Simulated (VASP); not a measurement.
Hg under changes of volume

One of the cells (29.046 Å³/atom); the others are scaled copies at fixed shape and fractional positions:

```
CELL_PARAMETERS angstrom
3.48474 0.00000 0.00000
-1.74237 3.01787 0.00000
0.00000 0.00000 5.52389
ATOMIC_POSITIONS crystal
Hg 0.33333 0.66667 0.25000
Hg 0.66667 0.33333 0.75000
```

```yaml
Program: VASP 6.6.1
Functional: PBE
Potentials_or_basis: VASP PAW PBE potentials, release 64 (Hg)
Cutoff: 520 eV
k_mesh: 9 × 9 × 5
Occupations: fermi-dirac, width 0.05 eV
Spin: no spin polarisation
```

| volume (Å³/atom) | energy over the lowest point (meV/atom) | pressure (GPa) |
| --- | --- | --- |
| 26.768 | 25.46 | 1.9 |
| 27.337 | 18.95 | 1.5 |
| 27.907 | ? | ? |
| 29.046 | 5.10 | 0.8 |
| 29.615 | 2.10 | 0.6 |
| 30.185 | 0.00 | 0.4 |

**Question.** What does the run at 27.907 Å³/atom give?

**Answer.** Energy over the lowest point 13.63 meV/atom; pressure 1.3 GPa.

Worked out: A Birch-Murnaghan fit of order 3 (a polynomial in V^(-2/3)) to the other rows has no minimum within the range. It gives 13.43 meV/atom at 27.907 Å³/atom, against the run's 13.63, and -dE/dV = 1.4 GPa, against 1.3.

Energies are extrapolated to zero smearing.
